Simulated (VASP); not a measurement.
# S (R-3m) in VASP: further runs

The runs below take S through relaxation of cell and atoms, with LDA.

Everything below comes from runs of VASP 6.6.1. Logs are shortened: lines on timing, memory, paths and dates and some standing lists are left out, and cuts for length are marked.

## 1. The crystal as given

It takes space group R-3m (No. 166, trigonal). Conventional cell: a = 3.330 Å, b = 3.330 Å, c = 2.617 Å, α = 90.00°, β = 90.00°, γ = 120.00°. Around S (site symmetry -3m) lie 6 S at 2.11 Å.

This isn't the form of S at room conditions, which is orthorhombic, of S8 rings.

## 2. Relaxation of cell and atoms, LDA, target pressure 173 GPa, at which the enthalpy is minimised

The input, INCAR:

```
SYSTEM = S
ALGO = Normal ; EDIFF = 1E-7
EDIFFG = -0.005 ; ENCUT = 600
IBRION = 2 ; ISIF = 3
ISMEAR = 1 ; LASPH = .TRUE.
LCHARG = .FALSE. ; LREAL = .FALSE.
LWAVE = .FALSE. ; NELM = 80
NSW = 90 ; PREC = Accurate
PSTRESS = 1730.0 ; SIGMA = 0.1
```

The input, KPOINTS:

```
k-points
0
G
  19 19 19
  0 0 0
```

The input, POSCAR:

```
S                                       
1.0
    1.6651014925      0.9613467950      0.8724248431
   -1.6651014925      0.9613467950      0.8724248431
    0.0000000000     -1.9226935897      0.8724248430
  S             
     1
Direct
     0.0000000000000000    1.0000000000000000    1.0000000000000000
```

Potentials or basis: VASP PAW LDA potentials, release 64 (S).

Command:

```
cat potpaw_LDA.64/S/POTCAR > POTCAR
mpirun -np 1 vasp_std > vasp.out
```

OUTCAR:

```text
SYSTEM = S
   EDIFF = 1E-7
   EDIFFG = -0.005
   ENCUT = 600
   IBRION = 2
   ISIF = 3
   ISMEAR = 1
   LASPH = .TRUE.
   LREAL = .FALSE.
   NELM = 80
   NSW = 90
   PREC = Accurate
   PSTRESS = 1730.0

 ion  position               nearest neighbor table
   1  0.000  0.000  0.000-

  LATTYP: Found a trigonal (rhomboedric) cell.
 ALAT       =     2.1113682169
 COS(alpha) =    -0.2438942391

  Lattice vectors:

 A1 = (   1.6651014925,   0.9613467950,   0.8724248431)
 A2 = (  -1.6651014925,   0.9613467950,   0.8724248431)
 A3 = (   0.0000000000,  -1.9226935897,   0.8724248430)

Analysis of symmetry for initial positions (statically):
=====================================================================
 Subroutine PRICEL returns:
 Original cell was already a primitive cell.

 Routine SETGRP: Setting up the symmetry group for a
 trigonal (rhombohedral) supercell.

 Subroutine GETGRP returns: Found 12 space group operations
 (whereof 12 operations were pure point group operations)
 out of a pool of 12 trial point group operations.

The static configuration has the point symmetry D_3d.

Analysis of symmetry for dynamics (positions and initial velocities):
=====================================================================
 Subroutine PRICEL returns:
 Original cell was already a primitive cell.

 Routine SETGRP: Setting up the symmetry group for a
 trigonal (rhombohedral) supercell.

 Subroutine GETGRP returns: Found 12 space group operations
 (whereof 12 operations were pure point group operations)
 out of a pool of 12 trial point group operations.

The dynamic configuration has the point symmetry D_3d.

 Subroutine INISYM returns: Found 12 space group operations
 (whereof 12 operations are pure point group operations),
 and found     1 'primitive' translations

----------------------------------------------------------------------------------------

                                     Primitive cell

  volume of cell :       8.3792

  direct lattice vectors                    reciprocal lattice vectors
     1.665101493  0.961346795  0.872424843     0.300281996  0.173367891  0.382076847
    -1.665101493  0.961346795  0.872424843    -0.300281996  0.173367891  0.382076847
     0.000000000 -1.922693590  0.872424843     0.000000000 -0.346735783  0.382076847

  length of vectors
     2.111368217  2.111368217  2.111368217     0.515953893  0.515953893  0.515953893

  position of ions in fractional coordinates (direct lattice)
     0.000000000  0.000000000  0.000000000

  ion indices of the primitive-cell ions
   primitive index   ion index
                 1           1

----------------------------------------------------------------------------------------

 KPOINTS: k-points

Automatic generation of k-mesh.
 Grid dimensions read from file:
 generate k-points for:   19   19   19

 Generating k-lattice:

  Cartesian coordinates                     Fractional coordinates (reciprocal lattice)
     0.015804316  0.009124626  0.020109308     0.052631579  0.000000000  0.000000000
    -0.015804316  0.009124626  0.020109308     0.000000000  0.052631579  0.000000000
     0.000000000 -0.018249252  0.020109308     0.000000000  0.000000000  0.052631579

  Length of vectors
     0.027155468  0.027155468  0.027155468

  Shift w.r.t. Gamma in fractional coordinates (k-lattice)
     0.000000000  0.000000000  0.000000000

 Subroutine IBZKPT returns following result:
 ===========================================

 Found    670 irreducible k-points:

 Following reciprocal coordinates:
            Coordinates               Weight
  0.000000  0.000000  0.000000      1.000000
  0.052632  0.000000  0.000000      6.000000
  0.105263  0.000000  0.000000      6.000000
  0.157895  0.000000 -0.000000      6.000000
  0.210526 -0.000000  0.000000      6.000000
  0.263158 -0.000000 -0.000000      6.000000
[... 16 lines left out ...]
 -0.315789  0.052632  0.000000     12.000000
 -0.263158  0.052632 -0.000000     12.000000
 [... further k-points ...]
   k-points           NKPTS =    670   k-points in BZ     NKDIM =    670   number of bands    NBANDS=      7
   number of dos      NEDOS =    301   number of ions     NIONS =      1
   total plane-waves  NPLWV =   5832
   dimension x,y,z NGX =    18 NGY =   18 NGZ =   18
   dimension x,y,z NGXF=    36 NGYF=   36 NGZF=   36
   ions per type =               1
   NGX,Y,Z   is equivalent  to a cutoff of  14.17, 14.17, 14.17 a.u.
   NGXF,Y,Z  is equivalent  to a cutoff of  28.35, 28.35, 28.35 a.u.
 SYSTEM =  S
   PREC   = accura    normal or accurate (medium, high low for compatibility)
   ISTART =      0    job   : 0-new  1-cont  2-samecut
   ICHARG =      2    charge: 1-file 2-atom 10-const
   ISPIN  =      1    spin polarized calculation?
   LNONCOLLINEAR =      F non collinear calculations
   LSORBIT =      F    spin-orbit coupling
   LASPH  =      T    aspherical Exc in radial PAW
   ENCUT  =  600.0 eV  44.10 Ry    6.64 a.u.   4.22  4.22  4.22*2*pi/ulx,y,z
   NELM   =     80;   NELMIN=  2; NELMDL= -5     # of ELM steps
   EDIFF  = 0.1E-06   stopping-criterion for ELM
   LREAL  =      F    real-space projection
   EDIFFG = -.5E-02   stopping-criterion for IOM
   NSW    =     90    number of steps for IOM
   IBRION =      2    ionic relax: 0-MD 1-quasi-New 2-CG
   NFREE  =      1    steps in history (QN), initial steepest desc. (CG)
   ISIF   =      3    stress and relaxation
   ISYM   =      2    0-nonsym 1-usesym 2-fastsym
   POTIM  = 0.5000    time-step for ionic-motion
   TEBEG  =    0.0;   TEEND  =   0.0 temperature during run
   PSTRESS= 1730.0 pullay stress
   NELECT =       6.0000    total number of electrons
   NUPDOWN=      -1.0000    fix difference up-down
   EMIN   =  10.00;   EMAX   =-10.00  energy-range for DOS
   EFERMI =   0.00;   METHOD = LEGACY
   ISMEAR =     1;   SIGMA  =   0.10  broadening in eV -4-tet -1-fermi 0-gaus
   EFERMI_NEDOS =   21; number of points for ismear=-14 and -15
   IALGO  =     38    algorithm
   IMIX   =      4    mixing-type and parameters
     AMIX     =   0.40;   BMIX     =  1.00
     AMIX_MAG =   1.60;   BMIX_MAG =  1.00
  volume/ion in A,a.u.               =       8.38        56.55
  Fermi-wavevector in a.u.,A,eV,Ry     =   1.464621  2.767732 29.186053  2.145114
  Thomas-Fermi vector in A             =   2.580575
   LORBIT       =      0    0 simple, 1 ext, 2 COOP (PROOUT), +10 PAW based schemes
   GGA     = CA    functional components
   LHFCALC =     F    Hartree Fock is set to
   AEXX    =    0.0000 exact exchange contribution
   IVDW    =     0    specifies the selected vdW correction
   LEPSILON=     F    determine dielectric tensor
   LRPA    =     F    only Hartree local field effects (RPA)
 conjugate gradient relaxation of ions
 non-spin polarized calculation
 Methfessel and Paxton  Order N= 1 SIGMA  =   0.10
  energy-cutoff  :      600.00
  volume of cell :        8.38
 maximum number of plane-waves:       297
 NGX is ok and might be reduce to    18
   NGX =  9   NGY =  9   NGZ =  9

--------------------------------------- Ionic step        1  -------------------------------------------

 number of electron       6.0000000 magnetization

 Free energy of the ion-electron system (eV)
  ---------------------------------------------------
  ext. energy  EPLUGINS =         0.00000000
  ---------------------------------------------------
  free energy    TOTEN  =        -1.88125235 eV

  energy without entropy =       -1.88122286  energy(sigma->0) =       -1.88124252

------------------------ aborting loop because EDIFF is reached ----------------------------------------

  FORCE on cell =-STRESS in cart. coord.  units (eV):
  Direction    XX          YY          ZZ          XY          YZ          ZX
  --------------------------------------------------------------------------------------
  -------------------------------------------------------------------------------------
  Total        9.0422235      9.0422235      9.0431405      0.0000000      0.0000000      0.0000000
  in kB     1728.9632196   1728.9632196   1729.1385578      0.0000000      0.0000003      0.0000000
  external PRESSURE =      -0.9783343 kB  Pullay stress =    1730.0000000 kB
[... 59 lines left out ...]
  enthalpy is  TOTEN    =         7.1663979155 eV   P V=        9.0409475512

--------------------------------------- Ionic step        3  -------------------------------------------

 number of electron       6.0000000 magnetization

 Free energy of the ion-electron system (eV)
  ---------------------------------------------------
  ext. energy  EPLUGINS =         0.00000000
  ---------------------------------------------------
  free energy    TOTEN  =        -1.87970453 eV

  energy without entropy =       -1.87967546  energy(sigma->0) =       -1.87969484

 E-fermi :  19.9118     XC(G=0): -14.3658

 val. band max:       19.9103066185   @ k =  -0.2632   0.4737   0.2632
 cond. band min:      19.9128514591   @ k =  -0.2105   0.1579   0.1579
 fundamental gap:      0.0025448406
 Fermi energy:        19.9118323004

 k-point     1 :       0.0000    0.0000    0.0000
  band No.  band energies     occupation
      1      -6.1544      2.00000
      2      24.4409      0.00000
      3      27.6969      0.00000
      4      27.6969      0.00000
      5      28.1776      0.00000
      6      28.1776      0.00000
      7      35.8904      0.00000
[... 221 lines left out ...]
 k-point    24 :      -0.2632    0.0526   -0.0000
  band No.  band energies     occupation
      1      -3.8340      2.00000
      2      14.2127      2.00000
      3      24.6087      0.00000
      4      27.3928      0.00000
      5      28.3277      0.00000
      6      32.7831      0.00000
      7      37.3921      0.00000

 [... further k-points ...]

------------------------ aborting loop because EDIFF is reached ----------------------------------------

  FORCE on cell =-STRESS in cart. coord.  units (eV):
  Direction    XX          YY          ZZ          XY          YZ          ZX
  --------------------------------------------------------------------------------------
  -------------------------------------------------------------------------------------
  Total        9.0462262      9.0462262      9.0465794      0.0000000      0.0000000      0.0000000
  in kB     1730.0246211   1730.0246210   1730.0921580      0.0000000      0.0000003      0.0000000
  external PRESSURE =       0.0471334 kB  Pullay stress =    1730.0000000 kB
[... 16 lines left out ...]
  FREE ENERGIE OF THE ION-ELECTRON SYSTEM (eV)
  ---------------------------------------------------
  free  energy   TOTEN  =        -1.8797045266 eV

  energy  without entropy=       -1.8796754580  energy(sigma->0) =       -1.87969484

  enthalpy is  TOTEN    =         7.1663929648 eV   P V=        9.0460974914

 reached required accuracy - stopping structural energy minimisation
```

Wall time 79 s (1 thread of Intel Xeon Platinum 8259CL at 2.50GHz (Skylake/Cascade Lake), shared host); peak memory 0.15 GiB.

What came out:

```
Free energy                                            : -1.8797 eV
Relaxed volume                                         : 8.38 Å³/atom
Relaxed cell                                           : a = 2.111 Å, b = 2.111 Å, c = 2.111 Å, α = 104.12°, β = 104.12°, γ = 104.12°
Space group after relaxing (to 0.05 Å)                 : R-3m (No. 166)
Energy change on relaxing (the enthalpy is what falls) : +1.5 meV/atom
Ionic steps                                            : 3
Pressure after relaxing                                : 173.0 GPa
Band gap on the k mesh                                 : none (metal or under the smearing width)
```

Step by step:
```tsv
step	energy change (eV)	largest force (eV/Å)	pressure (GPa)	volume (Å³)
1	0.0000	0.0000	172.90	8.38
2	0.0067	0.0000	173.33	8.37
3	0.0015	0.0000	173.00	8.38
```

Final structure:
```xyz
1
Lattice="1.6650 0.9613 0.8724 -1.6650 0.9613 0.8724 0.0000 -1.9226 0.8724" Properties=species:S:1:pos:R:3 pbc="T T T"
S     0.0000    0.0000    0.0000
```

Levels at points of the mesh, in eV from the Fermi level:
```csv
k point,band 1,band 2,band 3,band 4,band 5,band 6,band 7
"(0.00, 0.00, 0.00)",-26.07,4.53,7.79,7.79,8.27,8.27,15.98
```

Caveat: the cell is relaxed towards a set pressure, so the enthalpy falls and the energy may rise.

(Continued in part 2 of 2.)
